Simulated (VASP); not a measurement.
MgS (Niningerite):

```
S Mg
1.0
     0.00000    2.49312    2.49312
     2.49312    0.00000    2.49312
     2.49312    2.49312    0.00000
S Mg
1 1
Direct
  0.50000 0.50000 0.50000
  0.00000 0.00000 0.00000
```

The cell isn't the ideal one: volume scaled by 0.88.

```yaml
Program: VASP 6.6.1
Task: relaxation of cell and atoms
Functional: BLYP
Dispersion: D3
Potentials_or_basis: VASP PAW PBE potentials, release 64 (S, Mg)
Cutoff: 600 eV
k_mesh: 9 × 9 × 9
Occupations: gaussian, width 0.1 eV
Spin: no spin polarisation
```

At the start: pressure 14.7 GPa; volume 15.50 Å³/atom.

Task: Where does the relaxation end?

Result: Over 5 steps the energy falls by 98.3 meV/atom and the volume is 17.88 Å³/atom (+15.4 %); space group Fm-3m (No. 225, to 0.05 Å).

The path:
```tsv
step	energy change (eV)	largest force (eV/Å)	pressure (GPa)	volume (Å³)
1	0.0000	0.0000	14.67	30.99
2	-0.1710	0.0000	-3.93	37.80
3	-0.1967	0.0000	0.05	35.76
4	-0.1967	0.0000	-0.17	35.86
5	-0.1967	0.0000	0.03	35.77
```

Final structure:
```xyz
2
Lattice="0.0000 2.6151 2.6151 2.6151 0.0000 2.6151 2.6151 2.6151 0.0000" Properties=species:S:1:pos:R:3 pbc="T T T"
S     2.6151    2.6151    2.6151
Mg    0.0000    0.0000    0.0000
```

Caveat: the PAW data sets were made with another functional, which shifts forces and pressure a little.
